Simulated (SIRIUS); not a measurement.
# CuO (Tenorite) under changes of volume

One of the cells (10.135 Å³/atom); the others are scaled copies at fixed shape and fractional positions:

```xyz
4
Lattice="2.3418 -1.7113 0.0000 2.3418 1.7113 0.0000 -0.8500 0.0000 5.0579" Properties=species:S:1:pos:R:3 pbc="T T T"
Cu    0.7459   -0.8557    2.5289
Cu    1.1709    0.8557    0.0000
O     1.7043    0.2793    3.7934
O     2.1293   -0.2793    1.2645
```

* Program: SIRIUS 7.12.0
* Functional: PBEsol
* Potentials or basis: PseudoDojo 0.4.1 PBEsol standard (scalar relativistic)
* Cutoff: 1254 eV
* Density cutoff: 5016 eV
* k mesh: 10 × 10 × 5
* Occupations: fermi-dirac, width 0.05 eV
* Spin: no spin polarisation

| volume (Å³/atom) | energy over the lowest point (meV/atom) | pressure (GPa) | largest force (eV/Å) |
| --- | --- | --- | --- |
| 9.527 | 12.43 | 9.5 | 0.168 |
| 9.730 | ? | ? | ? |
| 9.932 | 0.00 | 0.7 | 0.312 |
| 10.135 | 1.48 | -3.0 | 0.374 |
| 10.338 | 7.34 | -6.2 | 0.432 |
| 10.540 | 17.12 | -9.2 | 0.484 |
| 10.743 | 30.37 | -11.7 | 0.532 |

Q: What does the run at 9.730 Å³/atom give?

A: Energy over the lowest point 3.45 meV/atom; pressure 4.8 GPa; largest force 0.243 eV/Å.

Worked out: A Birch-Murnaghan fit of order 3 (a polynomial in V^(-2/3)) to the other rows has its minimum at 9.97 Å³/atom with B0 = V·E''(V) = 187 GPa and B' = 4.7 at fixed shape and positions, which overstates the stiffness. It gives 3.43 meV/atom at 9.730 Å³/atom, against the run's 3.45, and -dE/dV = 4.8 GPa, against 4.8.

Energies are extrapolated to zero smearing.

Caveats: the run has no spin polarisation, though such a crystal can be magnetic.
